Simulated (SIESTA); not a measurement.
Crystal: Bi.

```
Bi
1.0
     4.65841    0.00000    0.00000
     0.00000    4.52639    0.00000
    -0.34597    0.00000    6.51195
Bi
4
Cartesian
  0.9120 1.1316 4.8757
  3.4005 3.3948 1.6362
  1.0780 1.1316 1.6207
  3.2345 3.3948 4.8913
```

```yaml
Program: SIESTA 5.4.2
Task: relaxation of cell and atoms
Functional: PBEsol
Potentials_or_basis: PseudoDojo 0.4 standard (PBEsol files)
Basis: DZP (energy shift 0.003 Ry; two zetas on semicore shells)
Grid_cutoff: 750 Ry
Energy_shift: 0.003 Ry
k_mesh: 4 × 4 × 3
Occupations: fermi-dirac, width 0.05 eV
Spin: no spin polarisation
```

At the start: pressure -1.1 GPa; volume 34.33 Å³/atom.

How do energy, volume and symmetry change on relaxing?

Over 18 steps the energy falls by 18.1 meV/atom and the volume is 33.69 Å³/atom (-1.8 %); space group C2/m (No. 12, to 0.05 Å).

Step by step:
| step | energy change (eV) | largest force (eV/Å) | pressure (GPa) | volume (Å³) |
| --- | --- | --- | --- | --- |
| 1 | 0.0000 | 0.0087 | -1.11 | 137.31 |
| 2 | -0.0100 | 0.0080 | -1.00 | 136.99 |
| 3 | -0.0522 | 0.0035 | 1.00 | 132.54 |
| 4 | -0.0682 | 0.0054 | -0.07 | 134.57 |
| 5 | -0.0690 | 0.0037 | 0.39 | 133.65 |
| 6 | -0.0723 | 0.0032 | -0.13 | 134.89 |
| 7 | -0.0707 | 0.0079 | 0.20 | 134.38 |
| 8 | -0.0737 | 0.0044 | 0.02 | 134.63 |
| 9 | -0.0685 | 0.0028 | -0.27 | 135.17 |
| 10 | -0.0735 | 0.0031 | -0.09 | 134.88 |
| 11 | -0.0738 | 0.0034 | 0.07 | 134.63 |
| 12 | -0.0735 | 0.0035 | 0.09 | 134.61 |
| 13 | -0.0730 | 0.0029 | -0.03 | 134.83 |
| 14 | -0.0727 | 0.0031 | 0.03 | 134.72 |
| 15 | -0.0722 | 0.0026 | -0.01 | 134.81 |
| 16 | -0.0720 | 0.0028 | -0.03 | 134.85 |
| 17 | -0.0716 | 0.0138 | -0.06 | 134.86 |
| 18 | -0.0726 | 0.0037 | -0.01 | 134.78 |

Final structure:
```yaml
crystal:
  lattice:
    - [4.62962, 0.00000, 0.15688]
    - [0.00000, 4.60354, 0.00000]
    - [-0.12453, 0.00000, 6.31967]
  atoms:
    - { symbol: Bi, position: [0.24965, 0.25000, 0.74920] }
    - { symbol: Bi, position: [0.75035, 0.75000, 0.25080] }
    - { symbol: Bi, position: [0.24959, 0.25000, 0.24923] }
    - { symbol: Bi, position: [0.75041, 0.75000, 0.75077] }
```

Caveat: the basis of atomic orbitals isn't converged, which shifts pressures, moduli and gaps.
